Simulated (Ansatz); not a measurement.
# Preparing SiO2 (P3_121) as a host crystal, part 2 of 2

Aim: the runs on the perfect crystal SiO2 (P3_121) that a defect calculation needs first.

Ansatz 0.2.0; plane-wave PAW DFT, PBEsol; relaxation of the host's cell and atoms; PAW set soft_1 (the session's first sound run).

So far. Step 3 (Dielectric tensors of the host): The principal values of the electronic dielectric tensor are 2.49, 2.49 and 2.52. The principal values of the static dielectric tensor are 4.63, 4.63 and 4.85.

**4. Defect free supercell relaxed in its symmetry**

This cell, the one that will hold the defects, is built from the relaxed host. Its coarser k-points can move the atoms a little, so it is relaxed from the symmetric sites, as the reference for the test of stability.

This step: plane-wave PAW DFT, PBEsol; relaxation of the defect-free supercell in its symmetry; PAW set soft_1 (Ansatz 0.2.0).

System of this step: SiO2 (P3_121). The cell holds 72 atoms: 24 Si and 48 O. Its edges and angles: a = 9.897 Å, b = 9.897 Å, c = 10.883 Å, α = 90.0°, β = 90.0°, γ = 120.0°.

The input, pristine.symmetric/input.yaml:

```yaml
crystal:
  lattice:
    - [9.8968061413, 0.0, 0.0]
    - [-4.9484030706, 8.5708855347, 0.0]
    - [0.0, 0.0, 10.8826431829]
  atoms:
    - { symbol: Si, position: [0.2648580188, 0.2648580188, 0.0] }
    - { symbol: Si, position: [0.0, 0.2351419812, 0.3333333334] }
    - { symbol: Si, position: [0.2351419812, 0.0, 0.1666666666] }
    - { symbol: O, position: [0.1335417492, 0.2062430087, 0.3926937794] }
    - { symbol: O, position: [0.2937569913, 0.4272987405, 0.0593604461] }
    - { symbol: O, position: [0.0727012595, 0.3664582508, 0.2260271128] }
    - { symbol: O, position: [0.2062430087, 0.1335417492, 0.1073062206] }
    - { symbol: O, position: [0.3664582508, 0.0727012595, 0.2739728872] }
    - { symbol: O, position: [0.4272987405, 0.2937569913, 0.4406395539] }
    - { symbol: Si, position: [0.2648580188, 0.2648580188, 0.5] }
    - { symbol: Si, position: [0.0, 0.2351419812, 0.8333333333] }
    - { symbol: Si, position: [0.2351419812, 0.0, 0.6666666666] }
    - { symbol: O, position: [0.1335417492, 0.2062430087, 0.8926937794] }
    - { symbol: O, position: [0.2937569913, 0.4272987405, 0.5593604461] }
    - { symbol: O, position: [0.0727012595, 0.3664582508, 0.7260271128] }
    - { symbol: O, position: [0.2062430087, 0.1335417492, 0.6073062205] }
    - { symbol: O, position: [0.3664582508, 0.0727012595, 0.7739728872] }
    - { symbol: O, position: [0.4272987405, 0.2937569913, 0.9406395539] }
    - { symbol: Si, position: [0.2648580188, 0.7648580188, 0.0] }
    - { symbol: Si, position: [0.0, 0.7351419812, 0.3333333334] }
    - { symbol: Si, position: [0.2351419812, 0.5, 0.1666666666] }
    - { symbol: O, position: [0.1335417492, 0.7062430087, 0.3926937794] }
    - { symbol: O, position: [0.2937569913, 0.9272987405, 0.0593604461] }
    - { symbol: O, position: [0.0727012595, 0.8664582508, 0.2260271128] }
    - { symbol: O, position: [0.2062430087, 0.6335417492, 0.1073062206] }
    - { symbol: O, position: [0.3664582508, 0.5727012595, 0.2739728872] }
    - { symbol: O, position: [0.4272987405, 0.7937569913, 0.4406395539] }
    - { symbol: Si, position: [0.2648580188, 0.7648580188, 0.5] }
    - { symbol: Si, position: [0.0, 0.7351419812, 0.8333333333] }
    - { symbol: Si, position: [0.2351419812, 0.5, 0.6666666666] }
    - { symbol: O, position: [0.1335417492, 0.7062430087, 0.8926937794] }
    - { symbol: O, position: [0.2937569913, 0.9272987405, 0.5593604461] }
    - { symbol: O, position: [0.0727012595, 0.8664582508, 0.7260271128] }
    - { symbol: O, position: [0.2062430087, 0.6335417492, 0.6073062205] }
    - { symbol: O, position: [0.3664582508, 0.5727012595, 0.7739728872] }
    - { symbol: O, position: [0.4272987405, 0.7937569913, 0.9406395539] }
    - { symbol: Si, position: [0.7648580188, 0.2648580188, 0.0] }
    - { symbol: Si, position: [0.5, 0.2351419812, 0.3333333334] }
    - { symbol: Si, position: [0.7351419812, 0.0, 0.1666666666] }
    - { symbol: O, position: [0.6335417492, 0.2062430087, 0.3926937794] }
    - { symbol: O, position: [0.7937569913, 0.4272987405, 0.0593604461] }
    - { symbol: O, position: [0.5727012595, 0.3664582508, 0.2260271128] }
    - { symbol: O, position: [0.7062430087, 0.1335417492, 0.1073062206] }
    - { symbol: O, position: [0.8664582508, 0.0727012595, 0.2739728872] }
    - { symbol: O, position: [0.9272987405, 0.2937569913, 0.4406395539] }
    - { symbol: Si, position: [0.7648580188, 0.2648580188, 0.5] }
    - { symbol: Si, position: [0.5, 0.2351419812, 0.8333333333] }
    - { symbol: Si, position: [0.7351419812, 0.0, 0.6666666666] }
    - { symbol: O, position: [0.6335417492, 0.2062430087, 0.8926937794] }
    - { symbol: O, position: [0.7937569913, 0.4272987405, 0.5593604461] }
    - { symbol: O, position: [0.5727012595, 0.3664582508, 0.7260271128] }
    - { symbol: O, position: [0.7062430087, 0.1335417492, 0.6073062205] }
    - { symbol: O, position: [0.8664582508, 0.0727012595, 0.7739728872] }
    - { symbol: O, position: [0.9272987405, 0.2937569913, 0.9406395539] }
    - { symbol: Si, position: [0.7648580188, 0.7648580188, 0.0] }
    - { symbol: Si, position: [0.5, 0.7351419812, 0.3333333334] }
    - { symbol: Si, position: [0.7351419812, 0.5, 0.1666666666] }
    - { symbol: O, position: [0.6335417492, 0.7062430087, 0.3926937794] }
    - { symbol: O, position: [0.7937569913, 0.9272987405, 0.0593604461] }
    - { symbol: O, position: [0.5727012595, 0.8664582508, 0.2260271128] }
    - { symbol: O, position: [0.7062430087, 0.6335417492, 0.1073062206] }
    - { symbol: O, position: [0.8664582508, 0.5727012595, 0.2739728872] }
    - { symbol: O, position: [0.9272987405, 0.7937569913, 0.4406395539] }
    - { symbol: Si, position: [0.7648580188, 0.7648580188, 0.5] }
    - { symbol: Si, position: [0.5, 0.7351419812, 0.8333333333] }
    - { symbol: Si, position: [0.7351419812, 0.5, 0.6666666666] }
    - { symbol: O, position: [0.6335417492, 0.7062430087, 0.8926937794] }
    - { symbol: O, position: [0.7937569913, 0.9272987405, 0.5593604461] }
    - { symbol: O, position: [0.5727012595, 0.8664582508, 0.7260271128] }
    - { symbol: O, position: [0.7062430087, 0.6335417492, 0.6073062205] }
    - { symbol: O, position: [0.8664582508, 0.5727012595, 0.7739728872] }
    - { symbol: O, position: [0.9272987405, 0.7937569913, 0.9406395539] }
basis:
  ecutwfc: 420
  xc_grid: 2
hamiltonian:
  xc: pbesol
  pseudopotentials: { kind: paw, azcp: { folder: soft_1 }, xc_functional: pbe }
kpoints:
  mp_grid: { grid: [1, 1, 1] }
scf:
  occupations: { method: fermi_dirac, width: 0.01 }
  max_iter: 100
  lower_state_search: "off"
output:
  forces: true
relax:
  f_tol: 0.015
  max_steps: 60
  escape_saddle: false
checkpoint:
  write: "../pristine.symmetric.run"
  compress: false
  write_wavefunctions: false
  write_every: 100000
```

Launch:

```console
> ansatz run input.yaml --threads 32 --pin off --max-ram 84787MiB --backend cuda --events-out ev --progress --plain --runs-dir out --max-vram 78GiB
```

Numbers of over 12 decimals in the logs are rounded to 6 here.

What it wrote:

```text
[...]
device memory: the entry about to start is reckoned to put 3.1 GiB on a device that reports 182.5 GiB free (of which the cap on the GPU budget leaves the run 78.0 GiB)
GPU FFT provider: cuFFT
GPU libraries: cuBLAS 13.8.1, cuFFT 12.4.0, cuSOLVER 12.3.2
GPU matrix products: emulated (plane waves: as basis.precision tells), large ones in fixed point in workspaces of 1.00 GiB
Crystal: 72 atoms, lattice volume = 923.114 Å³
Basis set: ecut = 420 eV, 18049 PW (Γ), exchange–correlation on 144×144×150 points (8 copies of the dense FFT grid, shifted against one another)
Bands: 264, of which v1, the nominal top of the filled ones, is band 192 counted from 1 (191 counted from 0)
Symmetry: 48 space group operations
[...]
k-points: 1
[...]
GPU buffer pool allocated for 388800 grid points (all kernels)
GPU transforms: local potential and band sums: pruned to the plane-wave sphere, on 72×72×75
[...]
SCF iter   1: F=—  HF=-41953.548168 eV  |Δ(HF+E_count)|=         —  Δρ=1.22e-1  dr2=1.24e2  Hψ=1180
[...]
SCF iter   8: F=-41918.967892 eV  HF=-41918.967892 eV  |Δ(HF+E_count)|=   3.50e-6  Δρ=2.86e-6  dr2=7.73e-8  Hψ=679
SCF 1 converged in 8 iterations: F = -41918.967892 eV  dr2 = 7.73e-8
[...]
relax step   1: F+E_penalty+E_count = -41918.96789214 eV  Δ(F+E_penalty+E_count) = +0.000e0 eV  max|allowed force component| = 6.621e-3 eV/Å  Δτ_max = 0.0000 Å  (8 SCF iters, dr2 threshold 5.63e-6 eV, accepted)
[...]
SCF iter   3: F=-41918.967892 eV  HF=-41918.967892 eV  |Δ(HF+E_count)|=   5.14e-8  Δρ=6.90e-7  dr2=4.49e-9  Hψ=652
SCF 2 converged in 3 iterations: F = -41918.967892 eV  dr2 = 4.49e-9
relax step   2: F+E_penalty+E_count = -41918.96789233 eV  Δ(F+E_penalty+E_count) = -1.803e-7 eV  max|allowed force component| = 6.603e-3 eV/Å  Δτ_max = 0.0000 Å  (3 SCF iters, accepted)
SCF converged after 3 iterations
Free energy (F): -41918.967892 eV
[...]
Internal energy: -41918.967892 eV  (E = F + TS)
E sigma→0 (E₀):  -41918.967892 eV
Fermi energy:    5.095746 eV
[...]
--- Forces (eV/Å), atoms counted from 1 ---
  atom   1  Si    -0.00067391    -0.00116725    -0.00000000
  atom   2  Si    -0.00067391     0.00116725    -0.00000000
  atom   3  Si     0.00134783    -0.00000000     0.00000000
  atom   4  O     -0.00107374    -0.00660346     0.00604588
  atom   5  O      0.00625563     0.00237184     0.00604588
  atom   6  O     -0.00518189     0.00423161     0.00604588
  [... 66 more lines of this table ...]
  max |Σ_I F_I| component: 1.91e-17 eV/Å
--- Relaxed structure (2 steps of the walk, 2 accepted, 0 SCFs on fresh bases) ---
  F+E_penalty+E_count = -41918.96789233 eV   max|allowed force component| = 6.603e-3 eV/Å
  atoms:
    - { symbol: Si, position: [0.2648580188, 0.2648580188, -7.485010552973905e-18] }
    - { symbol: Si, position: [1.3877787807814457e-17, 0.2351419812, 0.333333] }
    - { symbol: Si, position: [0.235142, 0.0, 0.166667] }
    - { symbol: O, position: [0.1335417492, 0.2062430087, 0.392694] }
    - { symbol: O, position: [0.2937569913, 0.4272987405, 0.059360] }
    - { symbol: O, position: [0.072701, 0.3664582508, 0.226027] }
  [... 66 more lines of this table ...]
```

The job ended after 2.4 s (1 × NVIDIA GB200 with 32 threads of Arm Neoverse V2, shared host; peak memory 0.93 GiB).

Hardly anything moved in the relaxation; the energy changed by under 0.2 meV an atom.

**5. Defect free supercell relaxed from displaced atoms**

This step: plane-wave PAW DFT, PBEsol; relaxation of the defect-free supercell from random displacements, a test of the host's stability; PAW set soft_1 (Ansatz 0.2.0).

pristine.rattled/input.yaml, as its differences from pristine.symmetric/input.yaml of step 4:

```diff
@@ -94,6 +94,6 @@
   f_tol: 0.015
-  max_steps: 60
-  escape_saddle: false
+  max_steps: 120
+  random_displacement: { amplitude: 0.06, seed: 1524 }
 checkpoint:
-  write: "../pristine.symmetric.run"
+  write: "../pristine.rattled.run"
   compress: false
```

What it wrote:

```text
[...]
Crystal: 72 atoms, lattice volume = 923.114 Å³
Basis set: ecut = 420 eV, 18049 PW (Γ), exchange–correlation on 144×144×150 points (8 copies of the dense FFT grid, shifted against one another)
Bands: 264, of which v1, the nominal top of the filled ones, is band 192 counted from 1 (191 counted from 0)
Symmetry: 1 space group operations
k-points: 1
[...]
SCF iter   1: F=—  HF=-41950.290653 eV  |Δ(HF+E_count)|=         —  Δρ=1.23e-1  dr2=1.27e2  Hψ=1182
[...]
SCF iter   2: F=—  HF=-41915.604029 eV  |Δ(HF+E_count)|=    3.47e1  Δρ=4.29e-2  dr2=7.22e0  Hψ=645
[...]
SCF iter   9: F=-41914.688982 eV  HF=-41914.688982 eV  |Δ(HF+E_count)|=   2.15e-5  Δρ=1.25e-5  dr2=1.07e-6  Hψ=978
SCF 1 converged in 9 iterations: F = -41914.688982 eV  dr2 = 1.07e-6
[...]
relax step   1: F+E_penalty+E_count = -41914.68898221 eV  Δ(F+E_penalty+E_count) = +0.000e0 eV  max|allowed force component| = 5.218e0 eV/Å  Δτ_max = 0.0000 Å  (9 SCF iters, dr2 threshold 5.63e-6 eV, accepted)
[...]
relax step   2: F+E_penalty+E_count = -41917.16740137 eV  Δ(F+E_penalty+E_count) = -2.478e0 eV  max|allowed force component| = 3.291e0 eV/Å  Δτ_max = 0.0395 Å  (5 SCF iters, dr2 threshold 1.00e-4 eV, accepted)
relax step   3: F+E_penalty+E_count = -41918.96125917 eV  Δ(F+E_penalty+E_count) = -1.794e0 eV  max|allowed force component| = 5.846e-2 eV/Å  Δτ_max = 0.0673 Å  (6 SCF iters, dr2 threshold 1.00e-4 eV, accepted)
relax step   4: F+E_penalty+E_count = -41918.96128018 eV  Δ(F+E_penalty+E_count) = -2.101e-5 eV  max|allowed force component| = 5.822e-2 eV/Å  Δτ_max = 0.0000 Å  (5 SCF iters, accepted)
[...]
SCF iter   1: F=—  HF=-41918.978679 eV  |Δ(HF+E_count)|=         —  Δρ=2.29e-3  dr2=3.40e-2  Hψ=689
[...]
SCF iter   2: F=—  HF=-41918.969433 eV  |Δ(HF+E_count)|=   9.25e-3  Δρ=1.19e-3  dr2=9.05e-3  Hψ=310
[...]
SCF iter   7: F=-41918.968165 eV  HF=-41918.968165 eV  |Δ(HF+E_count)|=   9.42e-8  Δρ=2.69e-6  dr2=5.29e-8  Hψ=1035
SCF 5 converged in 7 iterations: F = -41918.968165 eV  dr2 = 5.29e-8
[...]
relax step   5: F+E_penalty+E_count = -41918.96816540 eV  Δ(F+E_penalty+E_count) = -6.885e-3 eV  max|allowed force component| = 3.056e-3 eV/Å  Δτ_max = 0.0278 Å  (7 SCF iters, accepted)
SCF converged after 7 iterations
Free energy (F): -41918.968165 eV
[...]
Internal energy: -41918.968165 eV  (E = F + TS)
E sigma→0 (E₀):  -41918.968165 eV
Fermi energy:    5.096668 eV
[...]
--- Forces (eV/Å), atoms counted from 1 ---
  atom   1  Si     0.00068412     0.00159313    -0.00037601
  atom   2  Si     0.00010300    -0.00095328    -0.00082594
  atom   3  Si    -0.00107169    -0.00027963    -0.00011244
  atom   4  O      0.00072133    -0.00293518     0.00072437
  atom   5  O      0.00171148     0.00095358    -0.00032643
  atom   6  O      0.00062308    -0.00152835    -0.00032862
  [... 66 more lines of this table ...]
  max |Σ_I F_I| component: 1.06e-5 eV/Å
--- Relaxed structure (5 steps of the walk, 5 accepted, 0 SCFs on fresh bases) ---
  F+E_penalty+E_count = -41918.96816540 eV   max|allowed force component| = 3.056e-3 eV/Å
  atoms:
    - { symbol: Si, position: [0.264097, 0.264259, 0.000386] }
    - { symbol: Si, position: [-6.415747430295327e-5, 0.235085, 0.333739] }
    - { symbol: Si, position: [0.234728, -0.000450, 0.167012] }
    - { symbol: O, position: [0.133663, 0.206547, 0.393128] }
    - { symbol: O, position: [0.293064, 0.426631, 0.059883] }
    - { symbol: O, position: [0.072408, 0.366868, 0.226793] }
  [... 66 more lines of this table ...]
```

The job ended after 4.9 s (1 × NVIDIA GB200 with 32 threads; peak memory 0.88 GiB; 11 s of CPU time).

Relaxation path:

| step | energy less that of the first step (eV) | largest force component (eV/Å) |
| --- | --- | --- |
| 1 | 0.0000 | 5.2183 |
| 2 | -2.4784 | 3.2912 |
| 3 | -4.2723 | 0.0585 |
| 4 | -4.2723 | 0.0582 |
| 5 | -4.2792 | 0.0031 |

The atoms that moved most (Å, from the sites as typed, ahead of the random displacement, the mean shift of all atoms taken out):

```csv
atom,dx,dy,dz,length
O71,0.010,-0.001,-0.004,0.011
O44,0.008,0.002,-0.004,0.009
O14,0.007,0.002,0.005,0.009
O6,-0.004,0.007,0.004,0.009
O59,0.008,-0.003,0.002,0.008
O51,0.001,0.006,0.005,0.008
O61,-0.003,-0.006,-0.004,0.008
O43,0.005,-0.004,-0.004,0.008
```

The relaxation ends 59 meV an atom lower than the displaced start, with a largest force component of 0.0031 eV/Å.

**6. Host on a dense mesh**

This step: plane-wave PAW DFT, PBEsol; single point of the defect-free host, a test of the k-point sampling; PAW set soft_1 (Ansatz 0.2.0).

System of this step: SiO2 (P3_121). Symmetry: P3_121, No. 152, trigonal system. The conventional cell has a = 4.948 Å, b = 4.948 Å, c = 5.441 Å, α = 90.00°, β = 90.00°, γ = 120.00°. Si has 4 O at 1.62 Å nearest. Nearest to O lie 2 Si at 1.62 Å. Farther neighbours and most contacts between anions are not listed.

The input, dense/input.yaml:

```yaml
crystal:
  lattice:
    - [4.9484030706, 0.0, 0.0]
    - [-2.4742015353, 4.2854427673, 0.0]
    - [0.0, 0.0, 5.4413215915]
  atoms:
    - { symbol: Si, position: [0.5297160375, 0.5297160375, 0.0] }
    - { symbol: Si, position: [0.0, 0.4702839625, 0.6666666667] }
    - { symbol: Si, position: [0.4702839625, 0.0, 0.3333333333] }
    - { symbol: O, position: [0.2670834984, 0.4124860174, 0.7853875589] }
    - { symbol: O, position: [0.5875139826, 0.854597481, 0.1187208922] }
    - { symbol: O, position: [0.145402519, 0.7329165016, 0.4520542255] }
    - { symbol: O, position: [0.4124860174, 0.2670834984, 0.2146124411] }
    - { symbol: O, position: [0.7329165016, 0.145402519, 0.5479457745] }
    - { symbol: O, position: [0.854597481, 0.5875139826, 0.8812791078] }
basis:
  ecutwfc: 420
  xc_grid: 2
hamiltonian:
  xc: pbesol
  pseudopotentials: { kind: paw, azcp: { folder: soft_1 }, xc_functional: pbe }
kpoints:
  mp_grid: { grid: [7, 7, 5] }
scf:
  occupations: { method: fermi_dirac, width: 0.01 }
  max_iter: 100
  lower_state_search: "off"
checkpoint:
  write: "../dense.run"
  compress: false
  write_wavefunctions: false
  write_every: 100000
```

Launch:

```console
> ansatz run input.yaml --threads 32 --pin off --max-ram 84787MiB --backend cpu --events-out ev --progress --plain --runs-dir out
```

What it wrote:

```text
[...]
Crystal: 9 atoms, lattice volume = 115.389 Å³
Basis set: ecut = 420 eV, 2221 PW (Γ), exchange–correlation on 72×72×80 points (8 copies of the dense FFT grid, shifted against one another)
Bands: 33, of which v1, the nominal top of the filled ones, is band 24 counted from 1 (23 counted from 0)
Symmetry: 6 space group operations
[...]
k-points: 32 of 245 (time reversal used)
[...]
SCF iter   1: F=—  HF=-5244.196283 eV  |Δ(HF+E_count)|=         —  Δρ=1.22e-1  dr2=1.55e1  Hψ=5513
[...]
SCF iter   8: F=-5239.876986 eV  HF=-5239.876986 eV  |Δ(HF+E_count)|=   7.15e-7  Δρ=3.06e-6  dr2=1.18e-8  Hψ=2488
SCF 1 converged in 8 iterations: F = -5239.876986 eV  dr2 = 1.18e-8
[...]
SCF converged after 8 iterations
Free energy (F): -5239.876986 eV
[...]
Internal energy: -5239.876986 eV  (E = F + TS)
E sigma→0 (E₀):  -5239.876986 eV
Fermi energy:    5.114849 eV
[...]
```

Run time: 1.3 s. Hardware: 32 threads; peak memory 0.37 GiB.

**7. Defect free supercell at the zone centre**

The supercell is run at the zone centre, to see how far that sampling misses the dense mesh.

System of this step: SiO2 (P3_121). The cell holds 72 atoms: 24 Si and 48 O. Its edges and angles: a = 9.897 Å, b = 9.897 Å, c = 10.883 Å, α = 90.0°, β = 90.0°, γ = 120.0°.

pristine.sampling_gamma/input.yaml, as its differences from pristine.rattled/input.yaml of step 5:

```diff
@@ -90,10 +90,4 @@
   lower_state_search: "off"
-output:
-  forces: true
-relax:
-  f_tol: 0.015
-  max_steps: 120
-  random_displacement: { amplitude: 0.06, seed: 1524 }
 checkpoint:
-  write: "../pristine.rattled.run"
+  write: "../pristine.sampling_gamma.run"
   compress: false
```

Launch:

```console
> ansatz run input.yaml --threads 32 --pin off --max-ram 84787MiB --backend cuda --events-out ev --progress --plain --runs-dir out --max-vram 78GiB
```

What it wrote:

```text
[...]
GPU FFT provider: cuFFT
GPU libraries: cuBLAS 13.8.1, cuFFT 12.4.0, cuSOLVER 12.3.2
[...]
Crystal: 72 atoms, lattice volume = 923.114 Å³
Basis set: ecut = 420 eV, 18049 PW (Γ), exchange–correlation on 144×144×150 points (8 copies of the dense FFT grid, shifted against one another)
Bands: 264, of which v1, the nominal top of the filled ones, is band 192 counted from 1 (191 counted from 0)
Symmetry: 48 space group operations
[...]
k-points: 1
[...]
GPU buffer pool allocated for 388800 grid points (all kernels)
[...]
SCF iter   1: F=—  HF=-41953.548167 eV  |Δ(HF+E_count)|=         —  Δρ=1.22e-1  dr2=1.24e2  Hψ=1180
[...]
SCF iter   8: F=-41918.967892 eV  HF=-41918.967892 eV  |Δ(HF+E_count)|=   3.41e-6  Δρ=3.07e-6  dr2=8.49e-8  Hψ=678
SCF 1 converged in 8 iterations: F = -41918.967892 eV  dr2 = 8.49e-8
[...]
SCF converged after 8 iterations
Free energy (F): -41918.967892 eV
[...]
Internal energy: -41918.967892 eV  (E = F + TS)
E sigma→0 (E₀):  -41918.967892 eV
Fermi energy:    5.095742 eV
[...]
```

It took 1.5 s on 1 × NVIDIA GB200 with 32 threads; peak memory 0.93 GiB.

**8. Summary of results**

```
primitive cell vectors, lengths                                      : 4.948, 4.948, 5.441 Å
electronic dielectric constant                                       : principal values (2.49, 2.49, 2.52)
static dielectric constant                                           : principal values (4.63, 4.63, 4.85)
gap on the k-mesh of the response run (PBEsol)                       : 5.72 eV
supercell relaxed in its symmetry less the displaced and relaxed one : 0.000 eV
energy an atom at the zone centre alone less that on the dense mesh  : 0.001 eV
```

Step 5: The energy fell by 4.279 eV from the randomly displaced start; against the sites as typed, O71 ends farthest off, by 0.01 Å, once the mean shift is taken out. The displaced cell ends within 0.01 eV of the symmetric one relaxed in its symmetry, so no lower structure shows in this supercell. The k-mesh can miss the band edges, so this gap is an upper bound at this level. All at zero temperature.

[Logs are printed without paths, hosts, clocks, repeated set-up lines and the standing remarks that a program may print on its own settings, such as how far it seeks lower states.]

[Hosts, paths, dates, database ids (printed as entryN), source tags and the programs' standing remarks are cut or masked in the printed files.]

[Runs of the host that timed out are not shown.]

[For some hosts the program warned that the k-mesh of the response run may be too coarse for force constants and the static dielectric constant; such warnings are not always shown.]
